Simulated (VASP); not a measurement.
ZnS in VASP 6.6.1, single-point calculation

INCAR

```
LWAVE = .FALSE.
LREAL = .FALSE.
EDIFF = 1E-7
PREC = Accurate
ISMEAR = -1
IBRION = -1
SIGMA = 0.02
NELECT = 17.98
GGA = PE
NELM = 120
ISIF = 2
LASPH = .FALSE.
NBANDS = 16
ENCUT = 520
LCHARG = .FALSE.
NSW = 0
```

KPOINTS

```
KPOINTS created by Atomic Simulation Environment
0
Monkhorst-Pack
8 8 8
0 0 0
```

POSCAR

```
Zn S
 1.0000000000000000
     0.0000000000000000    2.6940858314999998    2.8018492648000000
     2.6940858314999998    0.0000000000000000    2.8018492648000000
     2.6940858314999998    2.6940858314999998    0.0000000000000000
 Zn  S
   1   1
Cartesian
  0.0000000000000000  0.0000000000000000  0.0000000000000000
  1.3470429157499999  1.3470429157499999  1.4009246323999998
```

The recommended PBE PAW datasets give the neutral cell 18 valence electrons.

Command

```
mpirun -np 1 vasp_std
```

How does this run end, and what does it give?

It converged. Results: pressure -1.1 GPa.

OSZICAR

```
N       E                     dE             d eps       ncg     rms          rms(c)
DAV:   1     0.890512367981E+02    0.89051E+02   -0.82197E+03  4608   0.125E+03
DAV:   2    -0.137970907211E+01   -0.90431E+02   -0.84927E+02  5304   0.259E+02
DAV:   3    -0.723716676049E+01   -0.58575E+01   -0.58308E+01  5712   0.639E+01
DAV:   4    -0.729911844756E+01   -0.61952E-01   -0.61938E-01  5840   0.685E+00
DAV:   5    -0.729986786692E+01   -0.74942E-03   -0.74941E-03  5792   0.713E-01    0.647E+00
DAV:   6    -0.690113114447E+01    0.39874E+00   -0.74351E-01  7016   0.299E+01    0.509E+00
DAV:   7    -0.688191382539E+01    0.19217E-01   -0.23922E-01  5656   0.455E+00    0.261E+00
DAV:   8    -0.688115500760E+01    0.75882E-03   -0.51311E-03  6112   0.845E-01    0.685E-01
DAV:   9    -0.688140830978E+01   -0.25330E-03   -0.12358E-03  5832   0.286E-01    0.100E-01
DAV:  10    -0.688158174964E+01   -0.17344E-03   -0.24441E-04  5920   0.136E-01    0.495E-02
DAV:  11    -0.688157219005E+01    0.95596E-05   -0.36120E-05  5304   0.802E-02    0.766E-03
DAV:  12    -0.688157286561E+01   -0.67556E-06   -0.39317E-06  6568   0.210E-02    0.565E-03
DAV:  13    -0.688157298988E+01   -0.12427E-06   -0.85285E-07  5696   0.734E-03    0.251E-03
DAV:  14    -0.688157299701E+01   -0.71261E-08   -0.29757E-08  4320   0.194E-03
   1 F= -.68815730E+01 E0= -.68814083E+01  d E =-.329482E-03
```

The cell is charged and sits in a uniform background. The shifted mesh misses Γ, so a band edge there is missed.

For comparison, a separate PBE run of the intended cell, on usual settings and not on those above, gives a gap of 1.93 eV on its mesh and a pressure of -0.5 GPa.
